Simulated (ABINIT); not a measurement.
Crystal: WC (Qusongite).

```
CELL_PARAMETERS angstrom
2.90650 0.00000 0.00000
-1.45325 2.51710 0.00000
0.00000 0.00000 2.83660
ATOMIC_POSITIONS crystal
W 0.00000 0.00000 0.00000
C 0.66667 0.33333 0.50000
```

| Quantity | Value |
| --- | --- |
| Program | ABINIT 10.8.3 (patched build) |
| Task | relaxation of cell and atoms |
| Functional | LDA |
| Potentials or basis | PseudoDojo NC SR LDA v0.4.1 standard |
| Cutoff | 1116 eV |
| k mesh | 8 × 8 × 7 |
| Occupations | fermi-dirac, width 0.05 eV |
| Spin | no spin polarisation |

At the start: pressure -10.5 GPa; volume 10.38 Å³/atom.

**Question.** How do energy, volume and symmetry change on relaxing?

**Answer.** Over 5 steps the energy falls by 9.0 meV/atom and the volume is 10.11 Å³/atom (-2.5 %); space group P-6m2 (No. 187, to 0.05 Å).

The path:
```
step  energy change (eV)  largest force (eV/Å)  pressure (GPa)  volume (Å³)
   1              0.0000                0.0000          -10.50        20.75
   2             -0.0167                0.0000            2.86        20.09
   3             -0.0179                0.0000           -0.10        20.23
   4             -0.0179                0.0000           -0.01        20.22
   5             -0.0179                0.0000            0.00        20.22
```

Final structure:
```
W C
1.0
     2.88321    0.00000    0.00000
    -1.44161    2.49693    0.00000
     0.00000    0.00000    2.80915
W C
1 1
Direct
  0.00000 0.00000 0.00000
  0.66667 0.33333 0.50000
```
